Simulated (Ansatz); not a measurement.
## 2H-MoS2 bilayer (2H stacking) in a perpendicular field

Wanted: the out-of-plane response of the 2H-MoS2 bilayer (2H stacking). A positive field points along +c.

Main program and level: Ansatz 0.2.0; plane-wave DFT, PBE-D3(BJ), Ansatz PAW (set soft_1); PAW set soft_1, in the first sound run; inputs show where later runs differ.

## 1. The starting structure

The cell holds 6 atoms: 4 S and 2 Mo. Its edges and angles: a = 3.180 Å, b = 3.180 Å, c = 50.025 Å, α = 90.0°, β = 90.0°, γ = 120.0°. Regions: layer 1: 2H-MoS2, 3 atoms (2 S and 1 Mo); layer 2: 2H-MoS2, 3 atoms (2 S and 1 Mo). Vacuum lies along c.

## 2. Relaxing the slab

The starting cell is a guess, so the in-plane lattice and the atoms are relaxed first, with the slab cut off from its images along the normal.

input.yaml reads:

```yaml
crystal:
  lattice:
    - [3.18, 0.0, 0.0]
    - [-1.59, 2.753960784, 0.0]
    - [0.0, 0.0, 50.0251954735]
  atoms:
    - { symbol: S, position: [0.3333333333, 0.6666666667, 0.4047960195] }
    - { symbol: Mo, position: [0.0, 0.0, 0.4374055646] }
    - { symbol: S, position: [0.3333333333, 0.6666666667, 0.4700151097] }
    - { symbol: S, position: [0.0, 0.0, 0.5299848903] }
    - { symbol: Mo, position: [0.3333333333, 0.6666666667, 0.5625944354] }
    - { symbol: S, position: [0.0, 0.0, 0.5952039805] }
  periodic: [true, true, false]
kpoints:
  mp_grid: { grid: [12, 12, 1] }
hamiltonian:
  xc: pbe
  dispersion: d3bj
  pseudopotentials: { kind: paw, azcp: { folder: soft_1 } }
scf:
  occupations: { method: fermi_dirac, width: 0.05 }
  convergence: { dr2_threshold: 1.0e-09 }
relax:
  f_tol: 0.004
  max_steps: 90
  cell: {}
output:
  write_potential: true
  write_density: true
  volumetric_format: npy
```

Command:

```sh
$ ansatz run input.yaml --threads 4 --pin off --max-ram 6144MiB --backend cpu --events-out ev --progress --plain --runs-dir out
```

Numbers of over 12 decimals in the logs are rounded to 6 here.

The program printed:

```text
Warning: relax.cell: scf.convergence.dr2_threshold = 1e-9 eV is looser than the 1.57383960415e-10 eV advised for a relaxation that steers and ends on the stress (1e-10 eV for each atom of the cell: 6, times the square of relax.cell.stress_2d_tol = 0.05 N/m over 19.5 Å (the atoms' height at the walk's start and 5 Å past either face), 2.561e-2 GPa, over a crystal's default 0.05). What an SCF threshold leaves in a stress goes as its square root, and in the free energy as the threshold itself, and one threshold admits the most on a small cell: [figures from the program's tests cut] Set scf.convergence.dr2_threshold to 1.57383960415e-10 eV or tighter. [rest of the remark cut]
Engine: ansatz 0.2.0, aarch64-unknown-linux-gnu
Pseudopotentials: kind: paw
Pseudopotential: S, paw, valence charge 6, recommended cutoff 420 eV (normal), soft_1/S.paw.azcp
Pseudopotential: Mo, paw, valence charge 14, recommended cutoff 420 eV (normal), soft_1/Mo.paw.azcp
Functional definition: PBE
  parameter kappa = 0.804
  parameter beta = 0.066725
  exchange = pbe_x(kappa = kappa, mu = beta*pi^2/3)
  correlation = pbe_c(beta = beta)
Crystal: 6 atoms, lattice volume = 438.100 Å³
Basis set: ecut = 420 eV, 8603 PW (Γ), exchange–correlation on 48×48×720 points (8 copies of the dense FFT grid, shifted against one another)
Bands: 32, of which v1, the nominal top of the filled ones, is band 26 counted from 1 (25 counted from 0)
Symmetry: 12 space group operations
Space group: P-3m1 (ITA 164), of the structure as read, at distance tolerance 7.6e-5 Å
k-points: 19 of 144
Non-local potential: S, projectors of the file, l = 0: 2, l = 1: 2, l = 2: 1
Non-local potential: Mo, projectors of the file, l = 0: 3, l = 1: 2, l = 2: 2, l = 3: 1
PAW form: soft (Blöchl's): semilocal exchange-correlation on the pseudo side does not see the compensation charge
PAW one-centre angular grid: S, 110 points (default); XC on 64 Gauss nodes
PAW one-centre angular grid: Mo, 590 points (default); XC on 64 Gauss nodes
Initial density: superposition of atomic densities (neutral atoms: chi_scale 0, normalization atom)
Initial wavefunctions: pseudopotential atomic-orbital guess
Functional: x = pbe(κ = 0.804, μ = 0.219515), c = pbe(β = 0.066725)
SCF iter   1: F=—  HF=-13530.761669 eV  |F-HF|=—  |Δ(HF+E_count)|=         —  Δρ=4.51e-2  dr2=1.47e1  ethr=3.10e-3  ⟨swp⟩=18.1  Hψ=5139  notcnv=0
preconditioner: auto → Resta (q_TF=auto, 1.913 Å⁻¹)  ε∞=2.6  [insulator: Δε(μ)=1.253 eV  Ē_g=8.381 eV  σ=0.050 eV  W_gap=1.00  n_scr=30 (ndim 8)  ℏωp=10.6 eV  f_vac=0.730  D(μ)=0.00/eV (n_scr^D=0)  ε∞_Penn≈2.6  vacuum switching on, ρ_ref=5.1e-3 e/Å³]
SCF iter   2: F=—  HF=-13529.891995 eV  |F-HF|=—  |Δ(HF+E_count)|=   8.70e-1  Δρ=3.70e-2  dr2=1.86e1  ethr=3.10e-3  ⟨swp⟩=4.9  Hψ=2060  notcnv=0  defer=13
SCF iter   3: F=—  HF=-13527.802391 eV  |F-HF|=—  |Δ(HF+E_count)|=    2.09e0  Δρ=1.25e-2  dr2=6.74e-1  ethr=3.10e-3  ⟨swp⟩=4.9  Hψ=1881  notcnv=0  defer=6
SCF iter   4: F=—  HF=-13527.663262 eV  |F-HF|=—  |Δ(HF+E_count)|=   1.39e-1  Δρ=3.06e-3  dr2=6.38e-2  ethr=1.30e-3  ⟨swp⟩=3.7  Hψ=1495  notcnv=0  defer=8
SCF iter   5: F=—  HF=-13527.660495 eV  |F-HF|=—  |Δ(HF+E_count)|=   2.77e-3  Δρ=8.71e-4  dr2=1.17e-2  ethr=1.23e-4  ⟨swp⟩=3.8  Hψ=1389  notcnv=0  defer=5
SCF iter   6: F=—  HF=-13527.660333 eV  |F-HF|=—  |Δ(HF+E_count)|=   1.62e-4  Δρ=6.28e-4  dr2=8.76e-3  ethr=2.26e-5  ⟨swp⟩=3.1  Hψ=1188  notcnv=0  defer=5
SCF iter   7: F=—  HF=-13527.659676 eV  |F-HF|=—  |Δ(HF+E_count)|=   6.57e-4  Δρ=2.86e-4  dr2=2.10e-3  ethr=1.68e-5  ⟨swp⟩=1.5  Hψ=672  notcnv=0  defer=5
SCF iter   8: F=—  HF=-13527.659646 eV  |F-HF|=—  |Δ(HF+E_count)|=   2.98e-5  Δρ=6.85e-5  dr2=8.17e-5  ethr=4.04e-6  ⟨swp⟩=2.5  Hψ=916  notcnv=0  defer=5
SCF iter   9: F=—  HF=-13527.659656 eV  |F-HF|=—  |Δ(HF+E_count)|=   1.02e-5  Δρ=2.96e-5  dr2=3.76e-6  ethr=1.57e-7  ⟨swp⟩=3.1  Hψ=1295  notcnv=0  defer=5
SCF iter  10: F=—  HF=-13527.659535 eV  |F-HF|=—  |Δ(HF+E_count)|=   1.21e-4  Δρ=1.11e-5  dr2=8.19e-7  ethr=7.23e-9  ⟨swp⟩=3.4  Hψ=1365  notcnv=0  defer=5
SCF iter  11: F=—  HF=-13527.659535 eV  |F-HF|=—  |Δ(HF+E_count)|=   3.58e-8  Δρ=3.09e-6  dr2=3.33e-7  ethr=1.57e-9  ⟨swp⟩=2.8  Hψ=1141  notcnv=0  defer=5
SCF iter  12: F=—  HF=-13527.659535 eV  |F-HF|=—  |Δ(HF+E_count)|=   2.95e-8  Δρ=5.40e-7  dr2=7.75e-9  ethr=6.40e-10  ⟨swp⟩=2.6  Hψ=940  notcnv=0  defer=5
SCF iter  13: F=—  HF=-13527.659535 eV  |F-HF|=—  |Δ(HF+E_count)|=   2.88e-9  Δρ=4.57e-7  dr2=4.67e-9  ethr=1.49e-11  ⟨swp⟩=3.7  Hψ=1455  notcnv=0  defer=5
SCF iter  14: F=—  HF=-13527.659535 eV  |F-HF|=—  |Δ(HF+E_count)|=  1.46e-10  Δρ=1.97e-7  dr2=1.86e-9  ethr=8.97e-12  ⟨swp⟩=2.0  Hψ=713  notcnv=0  defer=5
SCF iter  15: F=-13527.659535 eV  HF=-13527.659535 eV  |F-HF|=7.46e-11  |Δ(HF+E_count)|=  1.67e-10  Δρ=4.14e-8  dr2=1.44e-11  ethr=1.92e-12  ⟨swp⟩=12.2  Hψ=4714  notcnv=0
SCF 1 converged in 15 iterations: F = -13527.659535 eV  dr2 = 1.44e-11
  greatest PAW one-centre occupation: 0.999 electrons in one spin orbital (limit 2), on the Mo atom at site 4 (counted from 0), in its partial waves of l = 0
relax step   1: F+E_penalty+E_count = -13527.65953479 eV  Δ(F+E_penalty+E_count) = +0.000e0 eV  max|allowed force component| = 1.253e0 eV/Å  Δτ_max = 0.0000 Å  P = -7.657 N/m  Ω = 438.100 Å³  fix = [c, alpha, beta]  reactions: c +0.000 N/m  (15 SCF iters, accepted)
Crystal: 6 atoms, lattice volume = 436.798 Å³
Basis set: ecut = 420 eV, 8567 PW (Γ), exchange–correlation on 48×48×720 points (8 copies of the dense FFT grid, shifted against one another)
Initial density: handed on by an earlier stage of this run
Initial wavefunctions: those handed on with the density
iter 1 solved again at ethr=3.58e-4 eV; its pass at ethr=3.10e-3 eV (dr2=1.86e-1 eV) is discarded
SCF iter   1: F=—  HF=-13527.833831 eV  |F-HF|=—  |Δ(HF+E_count)|=         —  Δρ=6.97e-3  dr2=2.08e-1  ethr=3.58e-4  ⟨swp⟩=2.7  Hψ=5508  notcnv=0
eigensolver tolerance schedule calibrated: the retry pair's looser diagonalisation under-reported the residual by θ = 0.10 (0.11/decade); ethr = c·dr2/N_el runs at the constant in force after the calibration composes with the one it found (an armed cap, an earlier calibration), c = 8.0e-2
preconditioner: auto → Resta (q_TF=auto, 1.914 Å⁻¹)  ε∞=2.9  [insulator: Δε(μ)=0.909 eV  Ē_g=7.828 eV  σ=0.050 eV  W_gap=1.00  n_scr=30 (ndim 8)  ℏωp=10.7 eV  f_vac=0.744  D(μ)=0.00/eV (n_scr^D=0)  ε∞_Penn≈2.9  vacuum switching on, ρ_ref=4.4e-3 e/Å³]
SCF iter   2: F=—  HF=-13527.809982 eV  |F-HF|=—  |Δ(HF+E_count)|=   2.38e-2  Δρ=3.81e-3  dr2=9.73e-2  ethr=3.20e-4  ⟨swp⟩=4.6  Hψ=1399  notcnv=0  defer=3
[...]
SCF iter   7: F=—  HF=-13527.850369 eV  |F-HF|=—  |Δ(HF+E_count)|=   5.61e-6  Δρ=6.22e-5  dr2=2.29e-5  ethr=4.41e-7  ⟨swp⟩=2.8  Hψ=1179  notcnv=0  defer=2
SCF iter   8: F=—  HF=-13527.850356 eV  |F-HF|=—  |Δ(HF+E_count)|=   1.34e-5  Δρ=1.58e-5  dr2=1.14e-6  ethr=4.40e-8  ⟨swp⟩=3.4  Hψ=1317  notcnv=0  defer=2
SCF iter   9: F=—  HF=-13527.850230 eV  |F-HF|=—  |Δ(HF+E_count)|=   1.25e-4  Δρ=6.49e-6  dr2=3.07e-7  ethr=2.18e-9  ⟨swp⟩=3.7  Hψ=1586  notcnv=0  defer=2
SCF iter  10: F=—  HF=-13527.850230 eV  |F-HF|=—  |Δ(HF+E_count)|=   7.22e-8  Δρ=2.52e-6  dr2=4.29e-8  ethr=5.91e-10  ⟨swp⟩=2.9  Hψ=1216  notcnv=0  defer=2
SCF iter  11: F=—  HF=-13527.850230 eV  |F-HF|=—  |Δ(HF+E_count)|=   1.35e-8  Δρ=6.81e-7  dr2=3.76e-9  ethr=8.25e-11  ⟨swp⟩=3.3  Hψ=1298  notcnv=0  defer=2
SCF iter  12: F=-13527.850230 eV  HF=-13527.850230 eV  |F-HF|=4.07e-10  |Δ(HF+E_count)|=  3.64e-10  Δρ=1.40e-7  dr2=2.59e-10  ethr=1.92e-12  ⟨swp⟩=13.7  Hψ=5699  notcnv=0
SCF 3 converged in 12 iterations: F = -13527.850230 eV  dr2 = 2.59e-10
relax step   3: F+E_penalty+E_count = -13527.85023041 eV  Δ(F+E_penalty+E_count) = -5.365e-2 eV  max|allowed force component| = 2.166e-1 eV/Å  Δτ_max = 0.1801 Å  P = +0.283 N/m  Ω = 429.091 Å³  energy of the carried Pulay correction = +3.688e-4 eV  fix = [c, alpha, beta]  reactions: c +0.000 N/m  (12 SCF iters, accepted)
[...]
relax step   4: F+E_penalty+E_count = -13527.86812954 eV  Δ(F+E_penalty+E_count) = -1.790e-2 eV  max|allowed force component| = 3.014e-2 eV/Å  Δτ_max = 0.1463 Å  P = -0.105 N/m  Ω = 430.223 Å³  energy of the carried Pulay correction = +3.221e-4 eV  fix = [c, alpha, beta]  reactions: c -0.000 N/m  (11 SCF iters, accepted)
[...]
relax step   5: F+E_penalty+E_count = -13527.86934907 eV  Δ(F+E_penalty+E_count) = -1.220e-3 eV  max|allowed force component| = 5.735e-3 eV/Å  Δτ_max = 0.0306 Å  P = +0.011 N/m  Ω = 430.305 Å³  energy of the carried Pulay correction = +3.187e-4 eV  fix = [c, alpha, beta]  reactions: c +0.000 N/m  (10 SCF iters, accepted)
[...]
relax step   6: F+E_penalty+E_count = -13527.86938321 eV  Δ(F+E_penalty+E_count) = -3.414e-5 eV  max|allowed force component| = 6.504e-4 eV/Å  Δτ_max = 0.0055 Å  P = -0.011 N/m  Ω = 430.372 Å³  energy of the carried Pulay correction = +3.159e-4 eV  fix = [c, alpha, beta]  reactions: c -0.000 N/m  (9 SCF iters, accepted)
Initial wavefunctions: pseudopotential atomic-orbital guess (no wavefunctions were taken with the density)
iter 1 solved again at ethr=3.82e-7 eV; its pass at ethr=3.10e-3 eV (dr2=1.99e-4 eV) is discarded
SCF iter   1: F=—  HF=-13527.869168 eV  |F-HF|=—  |Δ(HF+E_count)|=         —  Δρ=1.27e-5  dr2=1.22e-7  ethr=3.82e-7  ⟨swp⟩=6.8  Hψ=8270  notcnv=0
eigensolver tolerance schedule: the retry pair's looser diagonalisation over-reported the residual by 1625.27 of it (diagonalisation noise at 0.25 of the residual, at the tolerance the schedule requests for it); recorded, not acted on — ethr = c·dr2/N_el stays at c = 1.0e-1
SCF iter   2: F=—  HF=-13527.869042 eV  |F-HF|=—  |Δ(HF+E_count)|=   1.26e-4  Δρ=5.88e-6  dr2=2.48e-8  ethr=2.35e-10  ⟨swp⟩=5.3  Hψ=2205  notcnv=0
SCF iter   3: F=—  HF=-13527.869042 eV  |F-HF|=—  |Δ(HF+E_count)|=   3.70e-8  Δρ=1.97e-6  dr2=4.55e-9  ethr=4.77e-11  ⟨swp⟩=3.6  Hψ=1359  notcnv=0
SCF iter   4: F=—  HF=-13527.869042 eV  |F-HF|=—  |Δ(HF+E_count)|=   6.28e-9  Δρ=8.91e-7  dr2=8.64e-9  ethr=1.92e-12  ⟨swp⟩=19.1  Hψ=6152  notcnv=0
SCF iter   5: F=-13527.869042 eV  HF=-13527.869042 eV  |F-HF|=2.73e-10  |Δ(HF+E_count)|=  8.99e-10  Δρ=1.97e-7  dr2=1.83e-10  ethr=1.92e-12  ⟨swp⟩=10.4  Hψ=4846  notcnv=0
SCF 7 converged in 5 iterations: F = -13527.869042 eV  dr2 = 1.83e-10
relax step   7: F+E_penalty+E_count = -13527.86904228 eV  Δ(F+E_penalty+E_count) = +3.409e-4 eV  max|allowed force component| = 6.488e-4 eV/Å  Δτ_max = 0.0000 Å  P = -0.008 N/m  Ω = 430.372 Å³  fix = [c, alpha, beta]  reactions: c -0.000 N/m  stress off target by 7.88e-3 N/m on what of the cell is left free  SCF on the basis re-selected at this cell (its energy is not comparable with the rows above)  (5 SCF iters)
basis re-selected at this cell: Δ(F+E_penalty+E_count) = +3.409e-4 eV, ΔP = +0.003 N/m vs the last step (what re-selecting the basis moved, of the pressure what is left beyond the Pulay correction that the steps carried, after the strain that the cell walked since its last selection, with what the two solves' SCF thresholds leave and, on support functions, any second-order correction that the steps lacked; it is no m [...]
WARN: The input density's exchange-correlation potential varies sharply where the density is thin. Do not read a vacuum level from v_tot or v_xc, or from such a field of the output density. On a cell that repeats whose density bears no net charge and no dipole along the vacuum's axis use v_es (v_loc + v_h of the components); under efield.dipole_correction with no amplitude use v_es + v_field, which holds any external [...]
SCF converged after 5 iterations
Free energy (F): -13527.869042 eV
Harris-Foulkes:  -13527.869042 eV  (|F-HF|=2.73e-10)
Internal energy: -13527.869042 eV  (E = F + TS)
E sigma→0 (E₀):  -13527.869042 eV
Entropy (-TS):   -0.000000 eV (-0.000 meV/atom)
Fermi energy:    -4.866205 eV
--- Per-component energies (eV) ---
  E_band       = -1152.410333
  E_kinetic    = 1269.755205
  E_local      = -252698.865495  (includes V_loc(G=0)·N_el)
  E_nonlocal   = 433.762317
  E_hartree    = 125486.068710
  E_xc         = -709.371397
  E_vxc        = -772.106181  (∫ρ·V_xc dr)
  E_paw        = -8857.260477  (= ΣΔE_a)
  E_vpaw       = -357.093481  (= ΣTr[D̂ρ^β])
  E_aug_tail   = 0.000089  (compensation charges beyond the density's cutoff)
  E_ewald      = 121550.293880
  E_disp       = -2.251873  (pairwise vdW)
  E_smearing   = -0.000000  (= −TS)
  E_closure    = 0.000000  (closes the sum)
  Σ components = -13527.869042   (vs F -13527.869042, Δ=0.00e0)
--- Forces (eV/Å), atoms counted from 1 ---
  atom   1  S      0.00000000    -0.00000000    -0.00000464
  atom   2  Mo     0.00000000     0.00000000     0.00064876
  atom   3  S      0.00000000    -0.00000000    -0.00008235
  atom   4  S      0.00000000     0.00000000     0.00008235
  atom   5  Mo     0.00000000    -0.00000000    -0.00064876
  atom   6  S      0.00000000     0.00000000     0.00000464
  max |Σ_I F_I| component: 4.07e-20 eV/Å
--- 2D stress c σ (N/m, compression-positive) ---
       -0.007878       0.000000       0.000000
       -0.000000      -0.007878      -0.000000
        0.000000      -0.000000      -0.000000
  P = ½ c Tr σ = -0.0079 N/m
--- Band table (eV; the first three rows and the last of 19) ---
  k-point 0: bands = [... 22 lower, -7.3620, -7.2072, -6.1877, -5.4250, -3.1041, -3.1041, -3.0804, -3.0804, ... 2 higher]
  k-point 1: bands = [... 22 lower, -7.2346, -6.8489, -6.2021, -5.5771, -3.2222, -3.2081, -3.1302, -3.0771, ... 2 higher]
  k-point 2: bands = [... 22 lower, -7.2086, -6.7953, -6.3406, -6.0680, -3.6763, -3.4501, -3.3216, -3.3087, ... 2 higher]
  k-point 18: bands = [... 22 lower, -8.0705, -8.0705, -5.9822, -5.8824, -4.1397, -4.1397, -3.2099, -2.6208, ... 2 higher]
  the weakly bound empty levels are not read free of the cell's end (no_gap_told)
--- Relaxed structure (6 steps of the walk, 6 accepted, 1 SCFs on fresh bases) ---
  F+E_penalty+E_count = -13527.86904228 eV   max|allowed force component| = 6.488e-4 eV/Å   (the final SCF, on the basis selected at the relaxed cell)
  cell:  # Å, volume = 430.3723 Å³
    - [3.151828, 0, 0]
    - [-1.575914, 2.729563, 0]
    - [0, 0, 50.0251954735]
  atoms:
    - { symbol: S, position: [0.333333, 0.666667, 0.408096] }
    - { symbol: Mo, position: [9.25185853962003e-18, -5.08852219630634e-17, 0.439431] }
    - { symbol: S, position: [0.333333, 0.666667, 0.470737] }
    - { symbol: S, position: [9.25185853962003e-18, -5.08852219630634e-17, 0.529263] }
    - { symbol: Mo, position: [0.333333, 0.666667, 0.560569] }
    - { symbol: S, position: [9.25185853962003e-18, -5.08852219630634e-17, 0.591904] }
```

The job ended after 45 s (4 threads of Arm Neoverse V1, shared host; peak memory 0.89 GiB).

Step by step:

| step | energy less that of the first step (eV) | largest force component (eV/Å) | volume (Å³) |
| --- | --- | --- | --- |
| 1 | 0.0000 | 1.2531 | 438.10 |
| 2 | -0.1370 | 0.8123 | 436.80 |
| 3 | -0.1907 | 0.2166 | 429.09 |
| 4 | -0.2086 | 0.0301 | 430.22 |
| 5 | -0.2098 | 0.0057 | 430.31 |
| 6 | -0.2098 | 0.0006 | 430.37 |
| 7* | -0.2095 | 0.0006 | 430.37 |

Relaxation steps marked * repeat the geometry before them on a plane-wave basis chosen anew for their cell, so energy and pressure can jump there.

Forces are held to the 12 operations that the run works with; a distortion that breaks them can't arise in this run.

| cell as run | before | after | change |
| --- | --- | --- | --- |
| a (Å) | 3.180 | 3.152 | -0.9 % |
| b (Å) | 3.180 | 3.152 | -0.9 % |

The atoms that moved most (Å, along periodic axes as changes of fractional coordinates times the final cell, across vacuum about the mean position):

| atom | dx | dy | dz | length |
| --- | --- | --- | --- | --- |
| S1 | 0.000 | 0.000 | 0.165 | 0.165 |
| S6 | 0.000 | 0.000 | -0.165 | 0.165 |
| Mo2 | 0.000 | 0.000 | 0.101 | 0.101 |
| Mo5 | 0.000 | 0.000 | -0.101 | 0.101 |
| S4 | 0.000 | 0.000 | -0.036 | 0.036 |
| S3 | 0.000 | 0.000 | 0.036 | 0.036 |

Final coordinates:

```cif
data_structure
_symmetry_space_group_name_H-M 'P 1'
_symmetry_Int_Tables_number 1
_cell_length_a 3.1518
_cell_length_b 3.1518
_cell_length_c 50.0252
_cell_angle_alpha 90.000
_cell_angle_beta 90.000
_cell_angle_gamma 120.000
_cell_volume 430.37
loop_
_atom_site_label
_atom_site_type_symbol
_atom_site_fract_x
_atom_site_fract_y
_atom_site_fract_z
_atom_site_occupancy
S1 S 0.33333 0.66667 0.40810 1
Mo2 Mo 0.00000 0.00000 0.43943 1
S3 S 0.33333 0.66667 0.47074 1
S4 S 0.00000 0.00000 0.52926 1
Mo5 Mo 0.33333 0.66667 0.56057 1
S6 S 0.00000 0.00000 0.59190 1
```

The lattice constant a goes from 3.180 to 3.152 Å.

(Continued in part 2 of 4.)

[Logs are printed without paths, hosts, clocks, repeated set-up lines and the standing remarks that a program may print on its own settings, such as how far it seeks lower states.]

[Hosts, paths, dates, database ids (printed as entryN), source tags and the programs' standing remarks are cut or masked in the printed files.]

[Maps of the electrostatic potential energy from Ansatz leave out the sawtooth potential of an applied field or a dipole correction, so their vacuum need not be flat; planar profiles and work functions include it.]
